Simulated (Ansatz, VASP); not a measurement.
**One calculation of Hf2C, two programs**

```
CELL_PARAMETERS angstrom
2.08443 1.20345 3.09880
-2.08443 1.20345 3.09880
0.00000 -2.40690 3.09880
ATOMIC_POSITIONS crystal
Hf 0.25192 0.25192 0.25192
Hf 0.74808 0.74808 0.74808
C 0.00000 0.00000 0.00000
```

Alike in both runs: functional PBE; k mesh 6 × 6 × 6; occupations gaussian, width 0.1 eV; no spin polarisation.

Ansatz relaxed the structure, and its values are those at the end. VASP's run is a single point on that final structure, the one shown.

|  | VASP | Ansatz |
| --- | --- | --- |
| version | VASP 6.6.1 | Ansatz 0.2.0 |
| potentials or method | VASP PAW PBE potentials, release 64 (Hf_pv, C) | scalar-relativistic, plane waves, PAW |
| plane-wave cutoff (eV) | 520 | 420 |
| valence electrons in the cell | 24 | 56 |

```tsv
	VASP	Ansatz	Ansatz less VASP
gap on the k mesh at the Fermi level (eV)	none	none	-
pressure (GPa)	-0.8	-0.2	+0.61
rms of the force components (eV/Å)	0.007	0.002	-0.0049
```

A gap of «none» marks a metal or a gap that the smearing closes. The two sets of potentials don't hold the same shells in valence.

The runs have no spin-orbit coupling, so splittings on Hf are missing.
